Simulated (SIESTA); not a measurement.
Cu:

```xyz
1
Lattice="0.0000 1.8075 1.8075 1.8075 0.0000 1.8075 1.8075 1.8075 0.0000" Properties=species:S:1:pos:R:3 pbc="T T T"
Cu    0.0000    0.0000    0.0000
```

Program: SIESTA 5.4.2. Alike in all runs: task single point; level PBE; no spin polarisation; cell as given; k mesh 13 × 13 × 13; smearing fermi-dirac 0.05 eV; grid cutoff 800 Ry; energy shift 0.003 Ry. Hardware: 1 thread of Arm Neoverse V1 (shared host).

Order these runs on this cell by their wall time, lowest first.
A. potentials or basis PseudoDojo 0.4 standard (PBE files), TZDP (energy shift 0.003 Ry; two zetas on semicore shells)
B. potentials or basis PseudoDojo 0.4 standard (PBE files), SZ (energy shift 0.003 Ry)
C. potentials or basis PseudoDojo 0.4 standard (PBE files), DZP (energy shift 0.003 Ry; two zetas on semicore shells)

B (5.5 s), C (24 s), A (49 s).

Caveats: the basis has no polarisation orbitals (some runs).
